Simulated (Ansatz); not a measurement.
# WS2: how the settings move a single-point run

Question: which choices in the input matter for WS2? The cell is built on a prototype (fluorite) and needn't be the phase found in nature.

Program: Ansatz 0.2.0. Level of theory: reference: DFT, PBE, plane waves, PAW. These are calculated values, not measurements.

1 further run of the same task is left out (it didn't finish).

## (1) The system as given

It takes space group Fm-3m (No. 225, cubic). Conventional cell: a = 5.862 Å, b = 5.862 Å, c = 5.862 Å, α = 90.00°, β = 90.00°, γ = 90.00°. Around W (site symmetry m-3m) lie 8 S at 2.54 Å. S (site symmetry -43m) has 4 W at 2.54 Å as nearest neighbours.

As a file:

```
CELL_PARAMETERS angstrom
0.00000 2.93116 2.93116
2.93116 0.00000 2.93116
2.93116 2.93116 0.00000
ATOMIC_POSITIONS crystal
W 0.00000 0.00000 0.00000
S 0.25000 0.25000 0.25000
S 0.75000 0.75000 0.75000
```

## (2) Reference

The input, input.yaml:

```yaml
crystal:
  lattice:
    - [0.0, 2.9311595479, 2.9311595479]
    - [2.9311595479, 0.0, 2.9311595479]
    - [2.9311595479, 2.9311595479, 0.0]
  atoms:
    - { symbol: W, position: [0.0, 0.0, 0.0] }
    - { symbol: S, position: [0.25, 0.25, 0.25] }
    - { symbol: S, position: [0.75, 0.75, 0.75] }
kpoints:
  mp_grid: { grid: [6, 6, 6] }
hamiltonian:
  xc: pbe
scf:
  occupations: { method: fermi_dirac, width: 0.02 }
  n_extra_bands: 4
output:
  forces: true
  stress: true
  eigenvalues: true
```

Launch:

```bash
$ ansatz run input.yaml --threads 4 --pin off --max-ram 3686MiB --backend cpu --events-out ev --progress --plain --runs-dir out
```

## (3) Changing settings: preconditioner kerker

Edit input.yaml of step 2 so:

```diff
@@ -16,2 +16,3 @@
   n_extra_bands: 4
+  mixing: { preconditioner: kerker }
 output:
```

What does the calculation give? Wanted: for each run, ending; energy change; pressure; gap; force.

The runs gave:

```tsv
run	ending	energy change	pressure (GPa)	gap (eV)	force (eV/Å)	cycles	time
reference	converged	0	0.8	0.00	0.00	7	0.82 s
1: preconditioner kerker	converged	0.0 meV/atom	0.8	0.00	0.00	7	0.77 s
```

Residual by cycle in the longest SCF loop of each run; runs are numbered as in the table. The quantity is the density residual dr2, in eV.

```tsv
cycle	reference	run 1
1	0.0161	0.0161
2	0.0037	0.00428
3	5.2e-4	7.3e-4
4	1.8e-4	1.1e-4
5	6.2e-6	3.7e-6
6	1.8e-7	1.4e-7
7	8.0e-9	2.9e-9
```

Energy and cycle count are those of the reference, so the change (mixing) left the result and the number of cycles as they were. The reference leaves spin out although W can carry a moment, so its state need not be the lowest.
